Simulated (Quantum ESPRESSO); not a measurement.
# MgO: electronic dielectric constant by level of theory

It takes space group Fm-3m (No. 225, cubic). The conventional cell has a = 4.194 Å, b = 4.194 Å, c = 4.194 Å, α = 90.00°, β = 90.00°, γ = 90.00°. Around Mg (site symmetry m-3m) lie 6 O at 2.10 Å. O (site symmetry m-3m) has 6 Mg at 2.10 Å as nearest neighbours.

| rung | level | program and potentials | cutoff (eV) | k mesh | task | core time | chip | electronic dielectric constant | miss | notes |
| --- | --- | --- | --- | --- | --- | --- | --- | --- | --- | --- |
| GGA | PBE | Quantum ESPRESSO, GBRV 1.5 PBE | 612 | 6 × 6 × 6, shifted | phonons | 88 s | Arm Neoverse V1 | 3.19 | +7.8 % | 8 valence electrons an atom on average |
| GGA | revPBE | Quantum ESPRESSO, GBRV 1.5 PBE | 612 | 6 × 6 × 6, shifted | phonons | 2.2 min | Intel Xeon Platinum 8375C Ice Lake | 3.23 | +9.1 % | potentials made for PBE; 8 valence electrons an atom on average; cell relaxed first (9.85 Å³/atom) |
| GGA | AM05 | Quantum ESPRESSO, PseudoDojo 0.4.1 SR PBE standard | 1143 | 8 × 8 × 8, shifted | dielectric tensor | 3 min | Arm Neoverse V1 | 3.22 | +8.8 % | potentials made for PBE; 8 valence electrons an atom on average |
| LDA | LDA | Quantum ESPRESSO, PseudoDojo 0.4.1 SR LDA standard | 1143 | 8 × 8 × 8, shifted | dielectric tensor | 3.1 min | Arm Neoverse V1 | (a) | ? | 8 valence electrons an atom on average |
| GGA | BLYP | Quantum ESPRESSO, PseudoDojo 0.4.1 SR PBE standard | 1143 | 8 × 8 × 8, shifted | dielectric tensor | 3.3 min | Arm Neoverse V1 | 3.09 | +4.4 % | potentials made for PBE; 8 valence electrons an atom on average |
| GGA | PBE | Quantum ESPRESSO, SSSP 1.3 efficiency PBE | 748 | 6 × 6 × 6, shifted | phonons and Raman activities | 6.4 min | Arm Neoverse V2 | 3.16 | +6.8 % | coarse mesh; 4 valence electrons an atom on average; cell relaxed first (9.58 Å³/atom) |
| GGA | PBEsol | Quantum ESPRESSO, GBRV 1.5 PBEsol | 612 | 6 × 6 × 6, shifted | phonons and Raman activities | 8.1 min | Arm Neoverse V1 | 3.25 | +9.8 % | 8 valence electrons an atom on average; cell relaxed first (9.36 Å³/atom) |
| LDA | LDA | Quantum ESPRESSO, GBRV 1.5 LDA | 612 | 6 × 6 × 6, shifted | phonons and Raman activities | 8.4 min | Arm Neoverse V1 | 3.19 | +7.8 % | 8 valence electrons an atom on average; cell relaxed first (9.01 Å³/atom) |

Times are single runs on shared hosts and different chips, so they are rough; meshes, cutoffs and the tasks' sizes weigh on the time. All rows: no spin polarisation. Meshes differ between rows, which moves values too. All levels ran on this one cell, unrelaxed unless noted. Meshes are those of the run's cell of 2 atoms unless a note names another. Misses use the values as printed. Runs on faulty files, with rough fits or with known faults for this quantity aren't shown. No row holds spin-orbit coupling.

Measured: 2.96 (a printed reference work). The runs are for a static lattice.

Question: Estimate the value left out from the other rows.

Answer: (a) 3.20, miss +8.1 %.
